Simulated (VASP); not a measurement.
Wanted: the native input for a VASP 6.6.1 run.

```
Task                   : relaxation of cell and atoms
Functional             : PBEsol
Potentials or basis    : VASP PAW PBE potentials, release 64 (Ta_pv, C)
Cutoff                 : 600 eV
k mesh                 : 6 × 6 × 6
Occupations            : gaussian, width 0.1 eV
Spin                   : no spin polarisation
Further INCAR settings : ALGO = Normal; EDIFF = 1e-07; IBRION = 2; EDIFFG = -0.005; NSW = 90; ISIF = 3
```

The structure of TaC lies in POSCAR:

```
TaC
1.0
    0.0000000000      2.2338976900      2.2338976900
    2.2338976900      0.0000000000      2.2338976900
    2.2338976900      2.2338976900      0.0000000000
Ta C
1 1
Direct
    0.0000000000      0.0000000000      0.0000000000
    0.5000000000      0.5000000000      0.5000000000
```

The cell is a database's computed one.

These files were run (other wordings do the same):

INCAR

```
PREC = Accurate ; ENCUT = 600
EDIFF = 1E-7 ; ISMEAR = 0
SIGMA = 0.1 ; LREAL = F
LASPH = T ; NELM = 100
ALGO = Normal ; ISIF = 3
LWAVE = F ; LCHARG = F
GGA = PS ; IBRION = 2
NSW = 90 ; EDIFFG = -0.005
```

KPOINTS

```
regular mesh
0
Gamma
  6 6 6
```

Potentials or basis: VASP PAW PBE potentials, release 64 (Ta_pv, C).

Run with:

```bash
$ cat potpaw_PBE.64/Ta_pv/POTCAR potpaw_PBE.64/C/POTCAR > POTCAR
$ mpirun -np 1 vasp_std > vasp.out
```

Results of the run:

* Relaxed volume: 10.95 Å³/atom
* Relaxed cell: a = 3.141 Å, b = 3.141 Å, c = 3.141 Å, α = 60.00°, β = 60.00°, γ = 60.00°
* Space group after relaxing (to 0.05 Å): Fm-3m (No. 225)
* Energy gained by relaxing: 3.5 meV/atom
* Ionic steps: 4
* Pressure after relaxing: 0.0 GPa
* Band gap on the k mesh: none (metal or under the smearing width)

Caveat: the k mesh is coarse (spacing up to 0.41 Å⁻¹), so the values aren't converged; the PAW data sets were made with another functional, which shifts forces and pressure a little.

Wall time 13 s on 1 thread of AMD EPYC 9R14 (Zen 4), with other jobs on the host, peak memory 0.14 GiB.
